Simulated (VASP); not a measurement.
# Ca (I4/mmm) in VASP: notebook

One crystal, Ca, is run at these levels: PBE; tasks: single point.

All numbers are computed with VASP 6.6.1; they aren't measurements. Logs are shortened: lines on timing, memory, paths and dates and some standing lists are left out, and cuts for length are marked.

## Step 1: The undisturbed crystal

The structure is tetragonal, space group I4/mmm (No. 139). The conventional cell has a = 4.410 Å, b = 4.410 Å, c = 4.392 Å, α = 90.00°, β = 90.00°, γ = 90.00°. Ca (site symmetry 4/mmm) has 8 Ca at 3.81 Å as nearest neighbours.

This isn't the form of Ca at room conditions, which is fcc.

## Step 2: Single point, PBE (strained and moved within a subgroup)

Contents of INCAR:

```
  PREC = Accurate
  ENCUT = 520
  EDIFF = 1E-6
  ISMEAR = 0
  SIGMA = 0.1
  LREAL = F
  LASPH = T
  NELM = 60
  ALGO = Normal
  ISIF = 2
  LWAVE = F
  LCHARG = F
  GGA = PE
  NBANDS = 11
```

Contents of KPOINTS:

```
Automatic mesh
0
Gamma
  12 12 12
```

Contents of POSCAR:

```
Ca
1.0
   -2.0642233164      2.0209754305      2.1680585013
    2.0308862936     -1.9857936712      2.0992561083
    2.2406397087      2.1622100635     -2.1327311187
Ca
1
Direct
    0.5000000000      0.5000000000      0.0000000000
```

Potentials or basis: VASP PAW PBE potentials, release 64 (Ca_sv).

Launch:

```
cat potpaw_PBE.64/Ca_sv/POTCAR > POTCAR
mpirun -np 1 vasp_std > vasp.out
```

OUTCAR:

```text
PREC = Accurate
   ENCUT = 520
   EDIFF = 1E-6
   ISMEAR = 0
   LREAL = F
   LASPH = T
   NELM = 60
   ISIF = 2
   GGA = PE

 ion  position               nearest neighbor table
   1  0.500  0.500  0.000-

  LATTYP: Found a triclinic cell.
 ALAT       =     3.5319614735
 B/A-ratio  =     1.6222280667
 C/A-ratio  =     1.0690563425
 COS(alpha) =     0.0040602197
 COS(beta)  =     0.3449443684
 COS(gamma) =     0.7970040260

  Lattice vectors:

 A1 = (   2.0308862936,  -1.9857936712,   2.0992561083)
 A2 = (   4.0951096100,  -4.0067691017,  -0.0688023930)
 A3 = (   2.2073026859,   2.1973918228,   2.1345834909)

Analysis of symmetry for initial positions (statically):
=====================================================================
 Subroutine PRICEL returns:
 Original cell was already a primitive cell.

 Routine SETGRP: Setting up the symmetry group for a
 triclinic supercell.

 Subroutine GETGRP returns: Found  2 space group operations
 (whereof  2 operations were pure point group operations)
 out of a pool of  2 trial point group operations.

The static configuration has the point symmetry S_2 .

Analysis of symmetry for dynamics (positions and initial velocities):
=====================================================================
 Subroutine PRICEL returns:
 Original cell was already a primitive cell.

 Routine SETGRP: Setting up the symmetry group for a
 triclinic supercell.

 Subroutine GETGRP returns: Found  2 space group operations
 (whereof  2 operations were pure point group operations)
 out of a pool of  2 trial point group operations.

The dynamic configuration has the point symmetry S_2 .

 Subroutine INISYM returns: Found  2 space group operations
 (whereof  2 operations are pure point group operations),
 and found     1 'primitive' translations

----------------------------------------------------------------------------------------

                                     Primitive cell

  volume of cell :      38.0538

  direct lattice vectors                    reciprocal lattice vectors
    -2.064223316  2.020975431  2.168058501    -0.007985232  0.237427072  0.232319570
     2.030886294 -1.985793671  2.099256108     0.236454348 -0.011967379  0.236285301
     2.240639709  2.162210063 -2.132731119     0.224625495  0.229580365 -0.000137955

  length of vectors
     3.611902166  3.531961474  3.774143703     0.332276633  0.334491585  0.321191183

  position of ions in fractional coordinates (direct lattice)
     0.500000000  0.500000000  1.000000000

  ion indices of the primitive-cell ions
   primitive index   ion index
                 1           1

----------------------------------------------------------------------------------------

 KPOINTS: Automatic mesh

Automatic generation of k-mesh.
 Grid dimensions read from file:
 generate k-points for:   12   12   12

 Generating k-lattice:

  Cartesian coordinates                     Fractional coordinates (reciprocal lattice)
    -0.000665436  0.019785589  0.019359964     0.083333333  0.000000000  0.000000000
     0.019704529 -0.000997282  0.019690442     0.000000000  0.083333333 -0.000000000
     0.018718791  0.019131697 -0.000011496     0.000000000  0.000000000  0.083333333

  Length of vectors
     0.027689719  0.027874299  0.026765932

  Shift w.r.t. Gamma in fractional coordinates (k-lattice)
     0.000000000  0.000000000  0.000000000

 Subroutine IBZKPT returns following result:
 ===========================================

 Found    868 irreducible k-points:

 Following reciprocal coordinates:
            Coordinates               Weight
  0.000000  0.000000  0.000000      1.000000
  0.083333  0.000000  0.000000      2.000000
  0.166667  0.000000  0.000000      2.000000
  0.250000 -0.000000  0.000000      2.000000
  0.333333  0.000000  0.000000      2.000000
  0.416667  0.000000 -0.000000      2.000000
[... 16 lines left out ...]
  0.250000  0.166667  0.000000      2.000000
  0.333333  0.166667  0.000000      2.000000
 [... further k-points ...]
   k-points           NKPTS =    868   k-points in BZ     NKDIM =    868   number of bands    NBANDS=     11
   number of dos      NEDOS =    301   number of ions     NIONS =      1
   total plane-waves  NPLWV =  21952
   dimension x,y,z NGX =    28 NGY =   28 NGZ =   28
   dimension x,y,z NGXF=    56 NGYF=   56 NGZF=   56
   ions per type =               1
   NGX,Y,Z   is equivalent  to a cutoff of  12.89, 13.18, 12.33 a.u.
   NGXF,Y,Z  is equivalent  to a cutoff of  25.78, 26.36, 24.67 a.u.
 SYSTEM =  unknown system
   PREC   = accura    normal or accurate (medium, high low for compatibility)
   ISTART =      0    job   : 0-new  1-cont  2-samecut
   ICHARG =      2    charge: 1-file 2-atom 10-const
   ISPIN  =      1    spin polarized calculation?
   LNONCOLLINEAR =      F non collinear calculations
   LSORBIT =      F    spin-orbit coupling
   LASPH  =      T    aspherical Exc in radial PAW
   ENCUT  =  520.0 eV  38.22 Ry    6.18 a.u.   6.72  6.57  7.02*2*pi/ulx,y,z
   NELM   =     60;   NELMIN=  2; NELMDL= -5     # of ELM steps
   EDIFF  = 0.1E-05   stopping-criterion for ELM
   LREAL  =      F    real-space projection
[... 7 lines left out ...]
   TEBEG  =    0.0;   TEEND  =   0.0 temperature during run
   PSTRESS=    0.0 pullay stress
   NELECT =      10.0000    total number of electrons
   NUPDOWN=      -1.0000    fix difference up-down
   EMIN   =  10.00;   EMAX   =-10.00  energy-range for DOS
   EFERMI =   0.00;   METHOD = LEGACY
   ISMEAR =     0;   SIGMA  =   0.10  broadening in eV -4-tet -1-fermi 0-gaus
   EFERMI_NEDOS =   21; number of points for ismear=-14 and -15
   IALGO  =     38    algorithm
   IMIX   =      4    mixing-type and parameters
     AMIX     =   0.40;   BMIX     =  1.00
     AMIX_MAG =   1.60;   BMIX_MAG =  1.00
  volume/ion in A,a.u.               =      38.05       256.80
  Fermi-wavevector in a.u.,A,eV,Ry     =   1.048597  1.981561 14.960368  1.099556
  Thomas-Fermi vector in A             =   2.183525
   LORBIT       =      0    0 simple, 1 ext, 2 COOP (PROOUT), +10 PAW based schemes
   GGA     = PE    functional components
   LHFCALC =     F    Hartree Fock is set to
   AEXX    =    0.0000 exact exchange contribution
   IVDW    =     0    specifies the selected vdW correction
   LEPSILON=     F    determine dielectric tensor
   LRPA    =     F    only Hartree local field effects (RPA)
 non-spin polarized calculation
 Gauss-broadening in eV      SIGMA  =   0.10
  energy-cutoff  :      520.00
  volume of cell :       38.05
 maximum number of plane-waves:      1046
   NGX = 13   NGY = 13   NGZ = 13

 number of electron      10.0000000 magnetization

 number of electron       9.9999999 magnetization

 Free energy of the ion-electron system (eV)
  ---------------------------------------------------
  ext. energy  EPLUGINS =         0.00000000
  ---------------------------------------------------
  free energy    TOTEN  =        -1.87825346 eV

  energy without entropy =       -1.87143423  energy(sigma->0) =       -1.87484384

 E-fermi :   2.4202     XC(G=0):  -8.0590

 val. band max:        2.4197143699   @ k =   0.5000   0.5000   0.3333
 cond. band min:       2.4202448046   @ k =   0.4167   0.4167   0.4167
 fundamental gap:      0.0005304347
 Fermi energy:         2.4201954745

 k-point     1 :       0.0000    0.0000    0.0000
  band No.  band energies     occupation
      1     -39.3885      2.00000
      2     -20.2891      2.00000
      3     -20.2837      2.00000
      4     -20.2801      2.00000
      5      -1.8121      2.00000
      6       4.5605      0.00000
      7       4.8321      0.00000
      8       5.1330      0.00000
      9       6.0151      0.00000
     10       6.1852      0.00000
     11      12.5973      0.00000

 k-point     2 :       0.0833    0.0000    0.0000
  band No.  band energies     occupation
      1     -39.3869      2.00000
      2     -20.3010      2.00000
      3     -20.2885      2.00000
      4     -20.2815      2.00000
      5      -1.6761      2.00000
      6       4.5214      0.00000
      7       4.8514      0.00000
      8       5.0929      0.00000
      9       5.9804      0.00000
     10       6.1418      0.00000
     11      12.7144      0.00000

 k-point     3 :       0.1667    0.0000    0.0000
  band No.  band energies     occupation
      1     -39.3827      2.00000
      2     -20.3386      2.00000
      3     -20.2990      2.00000
      4     -20.2825      2.00000
      5      -1.2790      2.00000
      6       4.3658      0.00000
      7       4.5984      0.00000
      8       5.2822      0.00000
      9       5.9333      0.00000
     10       6.1274      0.00000
     11      12.3156      0.00000

 k-point     4 :       0.2500   -0.0000    0.0000
  band No.  band energies     occupation
      1     -39.3768      2.00000
      2     -20.3898      2.00000
      3     -20.3136      2.00000
      4     -20.2832      2.00000
      5      -0.6553      2.00000
      6       4.0245      0.00000
      7       4.1800      0.00000
      8       5.7268      0.00000
      9       5.9789      0.00000
     10       6.1978      0.00000
     11      10.9811      0.00000
[... 239 lines left out ...]
 k-point    22 :       0.1667    0.1667    0.0000
  band No.  band energies     occupation
      1     -39.3738      2.00000
      2     -20.3837      2.00000
      3     -20.3365      2.00000
      4     -20.2994      2.00000
      5      -0.3313      2.00000
      6       3.8780      0.00000
      7       4.1346      0.00000
      8       5.5711      0.00000
      9       6.0873      0.00000
     10       6.3823      0.00000
     11      10.9382      0.00000

 k-point    23 :       0.2500    0.1667    0.0000
  band No.  band energies     occupation
      1     -39.3685      2.00000
      2     -20.4171      2.00000
      3     -20.3556      2.00000
      4     -20.3055      2.00000
      5       0.4170      2.00000
      6       3.4754      0.00000
      7       3.8596      0.00000
      8       5.6955      0.00000
      9       6.3170      0.00000
     10       6.6975      0.00000
     11       9.6060      0.00000

 k-point    24 :       0.3333    0.1667    0.0000
  band No.  band energies     occupation
      1     -39.3643      2.00000
      2     -20.4499      2.00000
      3     -20.3658      2.00000
      4     -20.3082      2.00000
      5       1.2311      2.00000
      6       2.9779      0.00000
      7       3.7004      0.00000
      8       5.8247      0.00000
      9       6.3445      0.00000
     10       7.1899      0.00000
     11       8.5665      0.00000

 [... further k-points ...]

------------------------ aborting loop because EDIFF is reached ----------------------------------------

  FORCE on cell =-STRESS in cart. coord.  units (eV):
  Direction    XX          YY          ZZ          XY          YZ          ZX
  --------------------------------------------------------------------------------------
  -------------------------------------------------------------------------------------
  Total        0.4727648      0.4731422      0.4846884     -0.3241896     -0.1014020      0.0926990
  in kB       19.9047756     19.9206632     20.4067914    -13.6493255     -4.2693175      3.9028976
  external PRESSURE =      20.0774100 kB  Pullay stress =       0.0000000 kB

 VOLUME and BASIS-vectors are now :
 -----------------------------------------------------------------------------
  energy-cutoff  :      520.00
  volume of cell :       38.05
      direct lattice vectors                 reciprocal lattice vectors
    -2.064223316  2.020975431  2.168058501    -0.007985232  0.237427072  0.232319570
     2.030886294 -1.985793671  2.099256108     0.236454348 -0.011967379  0.236285301
     2.240639709  2.162210063 -2.132731119     0.224625495  0.229580365 -0.000137955

 POSITION                                       TOTAL-FORCE (eV/Angst)
 -----------------------------------------------------------------------------------
     -0.01667      0.01759      2.13366        -0.000000     -0.000000     -0.000000
 -----------------------------------------------------------------------------------
    total drift:                                0.000000     -0.000000      0.000000

  FREE ENERGIE OF THE ION-ELECTRON SYSTEM (eV)
  ---------------------------------------------------
  free  energy   TOTEN  =        -1.8782534560 eV

  energy  without entropy=       -1.8714342295  energy(sigma->0) =       -1.87484384
```

It took 2.7 min on 1 thread of Intel Xeon Platinum 8488C (Sapphire Rapids), shared host; peak memory 0.45 GiB.

What came out:

```yaml
Free_energy: -1.8783 eV
Pressure: 2.0 GPa
Band_gap_on_the_k_mesh: none (metal or under the smearing width)
```

Stress tensor (GPa, compression positive):
```
 1.99 -1.36  0.39
-1.36  1.99 -0.43
 0.39 -0.43  2.04
```

Levels at points of the mesh, in eV from the Fermi level:
| k point | band 2 | band 3 | band 4 | band 5 | band 6 | band 7 | band 8 | band 9 |
| --- | --- | --- | --- | --- | --- | --- | --- | --- |
| (0.00, 0.00, 0.00) | -22.71 | -22.70 | -22.70 | -4.23 | 2.14 | 2.41 | 2.71 | 3.59 |
| (0.50, 0.00, 0.00) | -22.91 | -22.76 | -22.70 | -0.96 | 0.07 | 1.29 | 3.65 | 4.02 |
| (0.00, 0.50, 0.00) | -22.93 | -22.77 | -22.70 | -0.93 | 0.13 | 1.46 | 3.44 | 3.86 |
| (0.50, 0.50, 0.00) | -22.95 | -22.80 | -22.70 | -0.79 | 0.48 | 1.39 | 3.40 | 3.75 |
| (0.00, 0.00, 0.50) | -22.88 | -22.75 | -22.71 | -1.11 | -0.18 | 1.27 | 3.79 | 4.16 |
| (0.50, 0.00, 0.50) | -22.91 | -22.76 | -22.70 | -1.00 | 0.00 | 1.41 | 3.54 | 3.96 |
| (0.00, 0.50, 0.50) | -22.94 | -22.77 | -22.70 | -0.89 | 0.21 | 1.33 | 3.54 | 3.93 |
| (0.50, 0.50, 0.50) | -22.91 | -22.85 | -22.80 | -0.10 | -0.02 | 4.28 | 4.30 | 4.31 |

## Step 3: Single point, PBE (strained and moved within the space group)

Contents of INCAR:

```
SYSTEM = Ca
ALGO = Normal
EDIFF = 1E-6
ENCUT = 520
GGA = PE
ISIF = 2
ISMEAR = 0
LASPH = .True.
LCHARG = .False.
LREAL = .False.
LWAVE = .False.
NBANDS = 11
NELM = 100
PREC = Accurate
SIGMA = 0.1
```

Contents of KPOINTS:

```
k-points
0
Gamma
  14 14 14
  0 0 0
```

Contents of POSCAR:

```
Ca
1.0
   -2.1378799979      2.1378799979      2.1949508692
    2.1378799979     -2.1378799979      2.1949508692
    2.1378799979      2.1378799979     -2.1949508692
Ca
1
Direct
    0.5000000000      0.5000000000      0.0000000000
```

Potentials or basis: VASP PAW PBE potentials, release 64 (Ca_sv).

Launch:

```
cat potpaw_PBE.64/Ca_sv/POTCAR > POTCAR
mpirun -np 1 vasp_std > vasp.out
```

OUTCAR:

```text
SYSTEM = Ca
   EDIFF = 1E-6
   ENCUT = 520
   GGA = PE
   ISIF = 2
   ISMEAR = 0
   LASPH = .True.
   LREAL = .False.
   NELM = 100
   PREC = Accurate

 ion  position               nearest neighbor table
   1  0.500  0.500  0.000-

  LATTYP: Found a body centered tetragonal cell.
 ALAT       =     4.2757599958
 C/A-ratio  =     1.0266950771

  Lattice vectors:

 A1 = (  -2.1378799979,   2.1378799979,   2.1949508692)
 A2 = (   2.1378799979,  -2.1378799979,   2.1949508692)
 A3 = (   2.1378799979,   2.1378799979,  -2.1949508692)

Analysis of symmetry for initial positions (statically):
=====================================================================
 Subroutine PRICEL returns:
 Original cell was already a primitive cell.

 Routine SETGRP: Setting up the symmetry group for a
 body centered tetragonal supercell.

 Subroutine GETGRP returns: Found 16 space group operations
 (whereof 16 operations were pure point group operations)
 out of a pool of 16 trial point group operations.

The static configuration has the point symmetry D_4h.

[... 167 lines left out ...]
  band No.  band energies     occupation
      1     -39.7212      2.00000
      2     -20.6320      2.00000
      3     -20.6320      2.00000
      4     -20.6256      2.00000
      5      -1.9463      2.00000
      6       4.5463      0.00000
      7       4.5463      0.00000
      8       4.6677      0.00000
      9       5.6114      0.00000
     10       5.7703      0.00000
     11      12.4963      0.00000
[... 309 lines left out ...]
 k-point    24 :       0.2857    0.1429    0.0000
  band No.  band energies     occupation
      1     -39.7049      2.00000
      2     -20.7634      2.00000
      3     -20.6834      2.00000
      4     -20.6381      2.00000
      5       0.3883      2.00000
      6       3.0372      0.00000
      7       3.6484      0.00000
      8       5.4884      0.00000
      9       5.8773      0.00000
     10       6.3760      0.00000
     11       8.6586      0.00000

 [... further k-points ...]

------------------------ aborting loop because EDIFF is reached ----------------------------------------

  FORCE on cell =-STRESS in cart. coord.  units (eV):
  Direction    XX          YY          ZZ          XY          YZ          ZX
  --------------------------------------------------------------------------------------
  -------------------------------------------------------------------------------------
  Total        0.2107390      0.2107390      0.2360929      0.0000000      0.0000000      0.0000000
  in kB        8.4140291      8.4140291      9.4263185      0.0000000      0.0000000      0.0000000
  external PRESSURE =       8.7514589 kB  Pullay stress =       0.0000000 kB

 VOLUME and BASIS-vectors are now :
 -----------------------------------------------------------------------------
  energy-cutoff  :      520.00
  volume of cell :       40.13
      direct lattice vectors                 reciprocal lattice vectors
    -2.137879998  2.137879998  2.194950869     0.000000000  0.233876551  0.227795532
     2.137879998 -2.137879998  2.194950869     0.233876551  0.000000000  0.227795532
     2.137879998  2.137879998 -2.194950869     0.233876551  0.233876551  0.000000000

 POSITION                                       TOTAL-FORCE (eV/Angst)
 -----------------------------------------------------------------------------------
      0.00000      0.00000      2.19495        -0.000000     -0.000000      0.000000
 -----------------------------------------------------------------------------------
    total drift:                                0.000000     -0.000000      0.000000

  FREE ENERGIE OF THE ION-ELECTRON SYSTEM (eV)
  ---------------------------------------------------
  free  energy   TOTEN  =        -1.9112718270 eV

  energy  without entropy=       -1.9033010199  energy(sigma->0) =       -1.90728642
```

OSZICAR:

```text
N       E                     dE             d eps       ncg     rms          rms(c)
DAV:   1     0.714750346719E+02    0.71475E+02   -0.53313E+03  5368   0.815E+02
DAV:   2     0.141533657366E+01   -0.70060E+02   -0.69422E+02  5806   0.223E+02
DAV:   3    -0.178243116752E+01   -0.31978E+01   -0.31654E+01  9523   0.403E+01
DAV:   4    -0.192300276013E+01   -0.14057E+00   -0.14026E+00  6859   0.495E+00
DAV:   5    -0.192393692544E+01   -0.93417E-03   -0.93403E-03  7563   0.525E-01    0.215E+00
DAV:   6    -0.191384734951E+01    0.10090E-01   -0.12384E-02  6705   0.119E+00    0.132E+00
DAV:   7    -0.191171083571E+01    0.21365E-02   -0.18255E-02  6325   0.153E+00    0.102E-01
DAV:   8    -0.191125052009E+01    0.46032E-03   -0.19654E-03  6399   0.439E-01    0.187E-02
DAV:   9    -0.191127014893E+01   -0.19629E-04   -0.84240E-05  7025   0.753E-02    0.530E-03
DAV:  10    -0.191127265558E+01   -0.25067E-05   -0.68649E-06  7945   0.218E-02    0.813E-04
DAV:  11    -0.191127182701E+01    0.82857E-06   -0.22397E-07  4067   0.486E-03
   1 F= -.19112718E+01 E0= -.19072864E+01  d E =-.797081E-02
```

stdout:

```text
POSCAR found type information on POSCAR Ca
 POSCAR found :  1 types and       1 ions
 scaLAPACK will be used
 LDA part: xc-table for (Slater+PW92), standard interpolation
 POSCAR, INCAR and KPOINTS ok, starting setup
 FFT: planning ... GRIDC
 FFT: planning ... GRID_SOFT
 FFT: planning ... GRID
 WAVECAR not read
 entering main loop
```

Wall time 50 s (1 thread of Intel Xeon Platinum 8488C (Sapphire Rapids), shared host); peak memory 0.23 GiB.

Results:

```
Free energy            : -1.9113 eV
Pressure               : 0.9 GPa
Band gap on the k mesh : none (metal or under the smearing width)
```

Levels at points of the mesh, in eV from the Fermi level:
| k point | band 3 | band 4 | band 5 | band 6 | band 7 | band 8 |
| --- | --- | --- | --- | --- | --- | --- |
| (0.00, 0.00, 0.00) | -22.86 | -22.85 | -4.17 | 2.32 | 2.32 | 2.44 |
| (0.50, 0.00, 0.00) | -22.91 | -22.85 | -0.96 | -0.02 | 1.40 | 3.32 |
| (0.50, 0.50, 0.00) | -22.91 | -22.86 | -0.91 | 0.07 | 1.24 | 3.48 |
| (0.50, 0.50, 0.50) | -22.97 | -22.97 | -0.05 | 0.01 | 3.83 | 4.27 |
